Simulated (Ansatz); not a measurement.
## WS$_{2}$: course of a relaxation

Computed with DFT PBE, scalar-relativistic, plane waves, PAW in Ansatz. Settings: 420 eV cutoff, 12×12×2 k-mesh, Gaussian smearing of 0.02 eV, no spin polarisation.

What was changed: uniaxial strain along a, with b, c and atoms relaxed: -4.0 %.

Spin–orbit coupling is left out, which can shift energies with elements as heavy as these.

Command:

```bash
ansatz run input.yaml --threads 1 --pin off --max-ram 2560MiB --backend cpu --events-out ev --progress --plain --runs-dir out
```

Input:

```yaml
crystal:
  lattice:
    - [3.06026415, 0.0, 0.0]
    - [-1.530132075, 2.7883012096, 0.0]
    - [0.0, 0.0, 15.0199988409]
  atoms:
    - { symbol: W, position: [0.3341734021, 0.6684032528, 0.25] }
    - { symbol: W, position: [0.6658265979, 0.3315967472, 0.75] }
    - { symbol: S, position: [0.3338031283, 0.6676482233, 0.644315437] }
    - { symbol: S, position: [0.6661968717, 0.3323517767, 0.144315437] }
    - { symbol: S, position: [0.3338031283, 0.6676482233, 0.855684563] }
    - { symbol: S, position: [0.6661968717, 0.3323517767, 0.355684563] }
basis:
  ecutwfc: 420
kpoints:
  mp_grid: { grid: [12, 12, 2] }
hamiltonian:
  xc: pbe
scf:
  occupations: { method: gaussian, width: 0.02 }
output:
  forces: true
  stress: true
  eigenvalues: true
  write_density: true
  write_potential: true
  elf: true
  volumetric_format: npy
relax:
  adjacent_minimum: "off"
  f_tol: 0.008
  max_steps: 40
  cell: { stress_tol: 0.015, fix: [a, angles] }
```

F is the free energy. Steps run on the plane waves of an earlier cell, but the last one, and at times one on the way, on a freshly chosen basis, so a repeated geometry can differ a little in energy. The held parts of the cell keep their stress, so P needn't end at zero.

Steps:

| step | F − F(1) (eV) | largest force component (eV/Å) | V (Å³/atom) | P (GPa) |
| --- | --- | --- | --- | --- |
| 1 | 0.0000 | 0.161 | 21.361 | 2.84 |
| 2 | -0.0015 | 0.013 | 21.313 | 2.89 |
| 3 | -0.0015 | 0.015 | 21.341 | 2.87 |
| 4 | -0.0015 | 0.001 | 21.332 | 2.89 |
| 5 | -0.0015 | 0.001 | 21.332 | 2.89 |

Relaxed structure:

```cif
data_structure
_symmetry_space_group_name_H-M 'P 1'
_symmetry_Int_Tables_number 1
_cell_length_a 3.0603
_cell_length_b 3.1755
_cell_length_c 15.0236
_cell_angle_alpha 90.000
_cell_angle_beta 90.000
_cell_angle_gamma 118.757
_cell_volume 127.99
loop_
_atom_site_label
_atom_site_type_symbol
_atom_site_fract_x
_atom_site_fract_y
_atom_site_fract_z
_atom_site_occupancy
W1 W 0.33491 0.66994 0.25000 1
W2 W 0.66509 0.33006 0.75000 1
S1 S 0.33432 0.66874 0.64425 1
S2 S 0.66568 0.33126 0.14425 1
S3 S 0.33432 0.66874 0.85575 1
S4 S 0.66568 0.33126 0.35575 1
```

It takes space group Cmcm (No. 63, orthorhombic). The conventional cell has a = 3.060 Å, b = 5.568 Å, c = 15.024 Å, α = 90.00°, β = 90.00°, γ = 90.00°. W (site symmetry m2m) is surrounded by 6 S at 2.40 to 2.43 Å. S (site symmetry m) has 3 W at 2.40 to 2.43 Å as nearest neighbours.

The run converged. Time: 5.7 min on 1 thread of AMD EPYC (Zen 3), with other jobs on the host, peak memory 0.73 GiB.